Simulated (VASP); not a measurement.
# CsBr (Pm-3m) in VASP: a series of runs

The runs below take CsBr through single point, relaxation of cell and atoms, with LDA.

All numbers are computed with VASP 6.6.1; they aren't measurements. Logs are shortened: lines on timing, memory, paths and dates and some standing lists are left out, and cuts for length are marked.

### 1 The structure

The structure is cubic, space group Pm-3m (No. 221). The conventional cell has a = 4.140 Å, b = 4.140 Å, c = 4.140 Å, α = 90.00°, β = 90.00°, γ = 90.00°. Around Cs (site symmetry m-3m) lie 8 Br at 3.59 Å. Br (site symmetry m-3m) has 8 Cs at 3.59 Å as nearest neighbours.

### 2 Single point, LDA

INCAR

```
SYSTEM = CsBr
ALGO     = Normal         ! electronic algorithm
EDIFF    = 1E-6           ! SCF threshold, eV
ENCUT    = 520            ! plane-wave cutoff, eV
GGA      = CA             ! functional
ISIF     = 2              ! what is computed and relaxed
ISMEAR   = 0              ! smearing method
LASPH    = .TRUE.         ! aspherical terms in the spheres
LCHARG   = .TRUE.         ! write CHGCAR
LELF     = .TRUE.         ! ELF
LREAL    = .FALSE.        ! projectors in reciprocal space
LVHAR    = .TRUE.       
LWAVE    = .FALSE.        ! write WAVECAR
NBANDS   = 15             ! bands
NELM     = 100            ! most SCF steps
PREC     = Accurate       ! precision mode
SIGMA    = 0.01           ! smearing width, eV
```

KPOINTS

```
k-points
0
G
  4 4 4
  0 0 0
```

POSCAR

```
CsBr
1.0
    4.1400556603      0.0000000000      0.0000000000
    0.0000000000      4.1400556603      0.0000000000
    0.0000000000      0.0000000000      4.1400556603
Cs Br
1 1
Direct
    0.0000000000      0.0000000000      0.0000000000
    0.5000000000      0.5000000000      0.5000000000
```

Potentials or basis: VASP PAW LDA potentials, release 64 (Cs_sv, Br).

Launch:

```bash
$ cat potpaw_LDA.64/Cs_sv/POTCAR potpaw_LDA.64/Br/POTCAR > POTCAR
$ mpirun -np 1 vasp_std > vasp.out
```

OUTCAR:

```text
SYSTEM = CsBr
   EDIFF = 1E-6
   ENCUT = 520
   GGA = CA
   ISIF = 2
   ISMEAR = 0
   LASPH = .TRUE.
   LREAL = .FALSE.
   NELM = 100
   PREC = Accurate

 ion  position               nearest neighbor table
   1  0.000  0.000  0.000-
   2  0.500  0.500  0.500-

  LATTYP: Found a simple cubic cell.
 ALAT       =     4.1400556603

  Lattice vectors:

 A1 = (   4.1400556603,   0.0000000000,   0.0000000000)
 A2 = (   0.0000000000,   4.1400556603,   0.0000000000)
 A3 = (   0.0000000000,   0.0000000000,   4.1400556603)

Analysis of symmetry for initial positions (statically):
=====================================================================
 Subroutine PRICEL returns:
 Original cell was already a primitive cell.

 Routine SETGRP: Setting up the symmetry group for a
 simple cubic supercell.

 Subroutine GETGRP returns: Found 48 space group operations
 (whereof 48 operations were pure point group operations)
 out of a pool of 48 trial point group operations.

The static configuration has the point symmetry O_h .

Analysis of symmetry for dynamics (positions and initial velocities):
=====================================================================
 Subroutine PRICEL returns:
 Original cell was already a primitive cell.

 Routine SETGRP: Setting up the symmetry group for a
 simple cubic supercell.

 Subroutine GETGRP returns: Found 48 space group operations
 (whereof 48 operations were pure point group operations)
 out of a pool of 48 trial point group operations.

The dynamic configuration has the point symmetry O_h .

 Subroutine INISYM returns: Found 48 space group operations
 (whereof 48 operations are pure point group operations),
 and found     1 'primitive' translations

----------------------------------------------------------------------------------------

                                     Primitive cell

  volume of cell :      70.9608

  direct lattice vectors                    reciprocal lattice vectors
     4.140055660  0.000000000  0.000000000     0.241542646  0.000000000  0.000000000
     0.000000000  4.140055660  0.000000000     0.000000000  0.241542646  0.000000000
     0.000000000  0.000000000  4.140055660     0.000000000  0.000000000  0.241542646

  length of vectors
     4.140055660  4.140055660  4.140055660     0.241542646  0.241542646  0.241542646

  position of ions in fractional coordinates (direct lattice)
     0.000000000  0.000000000  0.000000000
     0.500000000  0.500000000  0.500000000

  ion indices of the primitive-cell ions
   primitive index   ion index
                 1           1
                 2           2

----------------------------------------------------------------------------------------

 KPOINTS: k-points

Automatic generation of k-mesh.
 Grid dimensions read from file:
 generate k-points for:    4    4    4

 Generating k-lattice:

  Cartesian coordinates                     Fractional coordinates (reciprocal lattice)
     0.060385662  0.000000000  0.000000000     0.250000000  0.000000000  0.000000000
     0.000000000  0.060385662  0.000000000     0.000000000  0.250000000  0.000000000
     0.000000000  0.000000000  0.060385662     0.000000000  0.000000000  0.250000000

  Length of vectors
     0.060385662  0.060385662  0.060385662

  Shift w.r.t. Gamma in fractional coordinates (k-lattice)
     0.000000000  0.000000000  0.000000000

 Subroutine IBZKPT returns following result:
 ===========================================

 Found     10 irreducible k-points:

 Following reciprocal coordinates:
            Coordinates               Weight
  0.000000  0.000000  0.000000      1.000000
  0.250000  0.000000  0.000000      6.000000
  0.500000  0.000000  0.000000      3.000000
  0.250000  0.250000  0.000000     12.000000
  0.500000  0.250000  0.000000     12.000000
  0.500000  0.500000  0.000000      3.000000
  0.250000  0.250000  0.250000      8.000000
  0.500000  0.250000  0.250000     12.000000
  0.500000  0.500000  0.250000      6.000000
  0.500000  0.500000  0.500000      1.000000
   k-points           NKPTS =     10   k-points in BZ     NKDIM =     10   number of bands    NBANDS=     15
   number of dos      NEDOS =    301   number of ions     NIONS =      2
   total plane-waves  NPLWV =  32768
   dimension x,y,z NGX =    32 NGY =   32 NGZ =   32
   dimension x,y,z NGXF=    64 NGYF=   64 NGZF=   64
   ions per type =               1   1
   NGX,Y,Z   is equivalent  to a cutoff of  12.85, 12.85, 12.85 a.u.
   NGXF,Y,Z  is equivalent  to a cutoff of  25.70, 25.70, 25.70 a.u.
 SYSTEM =  CsBr
   PREC   = accura    normal or accurate (medium, high low for compatibility)
   ISTART =      0    job   : 0-new  1-cont  2-samecut
   ICHARG =      2    charge: 1-file 2-atom 10-const
   ISPIN  =      1    spin polarized calculation?
   LNONCOLLINEAR =      F non collinear calculations
   LSORBIT =      F    spin-orbit coupling
   LASPH  =      T    aspherical Exc in radial PAW
   ENCUT  =  520.0 eV  38.22 Ry    6.18 a.u.   7.70  7.70  7.70*2*pi/ulx,y,z
   NELM   =    100;   NELMIN=  2; NELMDL= -5     # of ELM steps
   EDIFF  = 0.1E-05   stopping-criterion for ELM
   LREAL  =      F    real-space projection
   EDIFFG = 0.1E-04   stopping-criterion for IOM
   NSW    =      0    number of steps for IOM
   IBRION =     -1    ionic relax: 0-MD 1-quasi-New 2-CG
   NFREE  =      0    steps in history (QN), initial steepest desc. (CG)
   ISIF   =      2    stress and relaxation
   ISYM   =      2    0-nonsym 1-usesym 2-fastsym
   POTIM  = 0.5000    time-step for ionic-motion
   TEBEG  =    0.0;   TEEND  =   0.0 temperature during run
   PSTRESS=    0.0 pullay stress
   NELECT =      16.0000    total number of electrons
   NUPDOWN=      -1.0000    fix difference up-down
   EMIN   =  10.00;   EMAX   =-10.00  energy-range for DOS
   EFERMI =   0.00;   METHOD = LEGACY
   ISMEAR =     0;   SIGMA  =   0.01  broadening in eV -4-tet -1-fermi 0-gaus
   EFERMI_NEDOS =   21; number of points for ismear=-14 and -15
   IALGO  =     38    algorithm
   IMIX   =      4    mixing-type and parameters
     AMIX     =   0.40;   BMIX     =  1.00
     AMIX_MAG =   1.60;   BMIX_MAG =  1.00
  volume/ion in A,a.u.               =      35.48       239.43
  Fermi-wavevector in a.u.,A,eV,Ry     =   0.996419  1.882959 13.508554  0.992851
  Thomas-Fermi vector in A             =   2.128506
   LORBIT       =      0    0 simple, 1 ext, 2 COOP (PROOUT), +10 PAW based schemes
   GGA     = CA    functional components
   LHFCALC =     F    Hartree Fock is set to
   AEXX    =    0.0000 exact exchange contribution
   IVDW    =     0    specifies the selected vdW correction
   LEPSILON=     F    determine dielectric tensor
   LRPA    =     F    only Hartree local field effects (RPA)
 non-spin polarized calculation
 Gauss-broadening in eV      SIGMA  =   0.01
  energy-cutoff  :      520.00
  volume of cell :       70.96
 maximum number of plane-waves:      1936
 NGX is ok and might be reduce to    32
   NGX = 15   NGY = 15   NGZ = 15

 number of electron      16.0000002 magnetization

 Free energy of the ion-electron system (eV)
  ---------------------------------------------------
  ext. energy  EPLUGINS =         0.00000000
  ---------------------------------------------------
  free energy    TOTEN  =        -6.79126374 eV

  energy without entropy =       -6.79126374  energy(sigma->0) =       -6.79126374

 E-fermi :   0.2567     XC(G=0):  -8.8556

 val. band max:        0.2122792245   @ k =   0.0000   0.0000   0.0000
 cond. band min:       4.7095833015   @ k =   0.0000   0.0000   0.0000
 fundamental gap:      4.4973040770
 Fermi energy:         0.2567340077

 k-point     1 :       0.0000    0.0000    0.0000
  band No.  band energies     occupation
      1     -19.4390      2.00000
      2     -12.3535      2.00000
      3      -5.9766      2.00000
      4      -5.9766      2.00000
      5      -5.9766      2.00000
      6       0.2123      2.00000
      7       0.2123      2.00000
      8       0.2123      2.00000
      9       4.7096      0.00000
     10       4.7096      0.00000
     11       4.7683      0.00000
     12       9.5391      0.00000
     13       9.5391      0.00000
     14       9.5391      0.00000
     15      12.5411      0.00000

 k-point     2 :       0.2500    0.0000    0.0000
  band No.  band energies     occupation
      1     -19.3950      2.00000
      2     -12.3803      2.00000
      3      -6.2381      2.00000
      4      -5.8946      2.00000
      5      -5.8946      2.00000
      6      -0.7478      2.00000
      7       0.0478      2.00000
      8       0.0478      2.00000
      9       5.1439      0.00000
     10       6.2207      0.00000
     11       6.2651      0.00000
     12       9.2848      0.00000
     13       9.2848      0.00000
     14       9.8964      0.00000
     15       9.9550      0.00000

 k-point     3 :       0.5000    0.0000    0.0000
  band No.  band energies     occupation
      1     -19.3499      2.00000
      2     -12.4126      2.00000
      3      -6.4513      2.00000
      4      -5.8081      2.00000
      5      -5.8081      2.00000
      6      -1.4546      2.00000
      7      -0.1253      2.00000
      8      -0.1253      2.00000
      9       5.8703      0.00000
     10       7.7752      0.00000
     11       8.2417      0.00000
     12       8.2915      0.00000
     13       9.3666      0.00000
     14       9.3666      0.00000
     15      10.4173      0.00000
[... 91 lines left out ...]
 k-point     9 :       0.5000    0.5000    0.2500
  band No.  band energies     occupation
      1     -19.2440      2.00000
      2     -12.1779      2.00000
      3      -6.6751      2.00000
      4      -6.6751      2.00000
      5      -6.1401      2.00000
      6      -0.8851      2.00000
      7      -0.8851      2.00000
      8      -0.7010      2.00000
      9       6.9047      0.00000
     10       7.1630      0.00000
     11       7.8508      0.00000
     12       7.8508      0.00000
     13      11.0287      0.00000
     14      11.0287      0.00000
     15      12.1091      0.00000

 k-point    10 :       0.5000    0.5000    0.5000
  band No.  band energies     occupation
      1     -19.2101      2.00000
      2     -12.1209      2.00000
      3      -6.5200      2.00000
      4      -6.5200      2.00000
      5      -6.5200      2.00000
      6      -1.3353      2.00000
      7      -1.3353      2.00000
      8      -1.3353      2.00000
      9       8.8772      0.00000
     10       8.8772      0.00000
     11       8.8772      0.00000
     12       9.6519      0.00000
     13       9.6519      0.00000
     14       9.6519      0.00000
     15      12.2420      0.00000

------------------------ aborting loop because EDIFF is reached ----------------------------------------

  FORCE on cell =-STRESS in cart. coord.  units (eV):
  Direction    XX          YY          ZZ          XY          YZ          ZX
  --------------------------------------------------------------------------------------
  -------------------------------------------------------------------------------------
  Total        0.0532097      0.0532097      0.0532097     -0.0000000     -0.0000000     -0.0000000
  in kB        1.2013860      1.2013860      1.2013860     -0.0000000     -0.0000000     -0.0000000
  external PRESSURE =       1.2013860 kB  Pullay stress =       0.0000000 kB

 VOLUME and BASIS-vectors are now :
 -----------------------------------------------------------------------------
  energy-cutoff  :      520.00
  volume of cell :       70.96
      direct lattice vectors                 reciprocal lattice vectors
     4.140055660  0.000000000  0.000000000     0.241542646  0.000000000  0.000000000
     0.000000000  4.140055660  0.000000000     0.000000000  0.241542646  0.000000000
     0.000000000  0.000000000  4.140055660     0.000000000  0.000000000  0.241542646

 POSITION                                       TOTAL-FORCE (eV/Angst)
 -----------------------------------------------------------------------------------
      0.00000      0.00000      0.00000         0.000000      0.000000      0.000000
      2.07003      2.07003      2.07003         0.000000      0.000000      0.000000
 -----------------------------------------------------------------------------------
    total drift:                                0.000000      0.000000     -0.000000

  FREE ENERGIE OF THE ION-ELECTRON SYSTEM (eV)
  ---------------------------------------------------
  free  energy   TOTEN  =        -6.7912637408 eV

  energy  without entropy=       -6.7912637408  energy(sigma->0) =       -6.79126374
```

Wall time 4.2 s (1 thread of Intel Xeon 6975P-C (Granite Rapids), shared host); peak memory 0.15 GiB.

What came out:

- Free energy: -6.7913 eV
- Pressure: 0.1 GPa
- Band gap on the k mesh: 4.50 eV, direct

Caveat: spin-orbit coupling is left out, which moves the levels of the heavy elements. Expect the measured gap to be larger: semilocal functionals such as LDA lack the derivative discontinuity.

(Part 1 of 3 ends here.)
